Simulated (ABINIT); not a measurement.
# GaSb: equation of state with PBE

The system is GaSb.

```xyz
2
Lattice="-1.5559 2.6750 2.8933 1.5559 -2.6750 2.8933 1.5559 2.6750 -2.8933" Properties=species:S:1:pos:R:3 pbc="T T T"
Sb    0.0000    0.0000    2.8933
Ga    0.0000    0.0000    0.0000
```

Measurements of this composition are mostly on another form, of space group No. 216.

```yaml
Program: ABINIT 10.8.3 (patched build)
Task: equation of state
Functional: PBE
Potentials_or_basis: JTH PAW PBE v2.0
Cutoff: 463 eV
k_mesh: 10 × 10 × 10
Occupations: fermi-dirac, width 0.05 eV
Spin: no spin polarisation
Fine-grid_cutoff: 925.187 eV
```

```
Equilibrium volume                        : 24.05 Å³/atom
Bulk modulus at fixed shape and positions : 53 GPa
Pressure derivative of the bulk modulus   : 5.0
```

Energy against volume, from the lowest point:
| volume (Å³/atom) | energy (meV/atom) |
| --- | --- |
| 22.639 | 15.30 |
| 23.121 | 6.35 |
| 23.602 | 1.40 |
| 24.084 | 0.00 |
| 24.566 | 1.75 |
| 25.048 | 6.30 |
| 25.529 | 13.32 |

It took 5.7 min on 1 thread of AMD EPYC 9R45 96-Core Processor (Zen 5), on a shared host, peak memory 0.25 GiB.

Caveat: pressures at fixed basis lie under the slope of the energies; the cell was scaled at fixed shape and fractional positions, which overstates the stiffness of a crystal with free parameters, most of all of layers and chains. The run has no spin-orbit coupling, so splittings on Sb are missing.
